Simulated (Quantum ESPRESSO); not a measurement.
Runs of Quantum ESPRESSO 7.5 on Cu. Symmetry: Cmcm, No. 63, orthorhombic system. The conventional cell has a = 2.437 Å, b = 7.953 Å, c = 2.475 Å, α = 90.00°, β = 90.00°, γ = 90.00°. Cu (site symmetry m2m) is surrounded by 10 Cu at 2.44 to 2.54 Å. This isn't the form of Cu at room conditions, which is fcc.

```csv
level,ASE optimiser,rVV10 parameter b,dispersion computed by,gap on the mesh (eV),pressure (GPa),relaxed volume (Å³/atom),largest force (eV/Å)
PBEsol+D3,FIRE,-,-,none,-0.1,11.59,0.01
PBEsol+rVV10,FIRE,6.3,-,none,0.0,(a),-
PBEsol,BFGS,-,-,none,-0.1,(b),0.01
PBEsol+D4,BFGS,-,dftd4 4.3.1 through ASE,none,0.1,11.56,0.01
PBEsol+D3(BJ),FIRE,-,-,none,-0.1,11.48,-
```

Alike in all rows: task relaxation of cell and atoms; potentials or basis GBRV 1.5 PBEsol; no spin polarisation; cell relaxed; k mesh 6 × 6 × 6; cutoff (eV) 762; smearing fermi-dirac 0.05 eV; the mesh is coarse, so values aren't converged.

Problem. Fill in the values left out.

Solution. (a) 11.53; (b) 11.86.

Caveats: all runs use coarse meshes; pairwise dispersion overbinds metals, which lowers pressure and volume (some runs); rVV10's parameter b was fitted to another functional (some runs).

A gap of «none» marks a metal or a gap under the smearing width.
